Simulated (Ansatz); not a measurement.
Runs of Ansatz 0.2.0 on TaN. The structure is tetragonal, space group P4_2/mmc (No. 131). Conventional cell: a = 3.663 Å, b = 3.663 Å, c = 4.560 Å, α = 90.00°, β = 90.00°, γ = 90.00°. Ta (site symmetry mmm) is surrounded by 4 N at 2.16 Å. N (site symmetry -4m2) has 4 Ta at 2.16 Å and 2 N at 2.28 Å as nearest neighbours. The cell comes from a database or a generator and needn't be the stable form of this composition.

```csv
task,level,potentials or basis,k mesh,cutoff (eV),points for each segment of the path,mesh quality,gap on the mesh (eV),pressure (GPa)
single point,PBE,PseudoDojo stringent (PBE files),7 × 7 × 6,1796,-,not flagged,none,-19.9
single point,PBE,PseudoDojo standard (PBE files),7 × 7 × 6,1143,-,not flagged,none,-19.9
single point,PBE,Ansatz PAW,7 × 7 × 6,420,-,not flagged,none,-19.8
single point,PBE,SPMS NC,7 × 7 × 6,1034,-,not flagged,none,-19.8
band structure,PBEsol,Ansatz PAW,4 × 4 × 4,420,14,coarse,none,(a)
single point,PBE,Ansatz NC,7 × 7 × 6,1240,-,not flagged,none,-19.5
band structure,HSE06,Ansatz PAW,4 × 4 × 4,420,4,coarse,none,-
band structure,r2SCAN,Ansatz PAW,4 × 4 × 4,500,14,coarse,none,-23.0
```

Alike in all rows: no spin polarisation; cell as given; smearing fermi-dirac 0.05 eV.

Problem. Estimate the missing entries.

Solution. (a) -25.1.

Caveats: some runs use coarse meshes; the PAW data sets come from PBE, with cores solved anew for the run's functional, which leaves a small shift of forces and pressure (some runs).

A k mesh can miss the band edges, and the runs leave out spin-orbit coupling on Ta.

A gap of «none» marks a metal or a gap under the smearing width.

Not every run made on this cell is shown here.
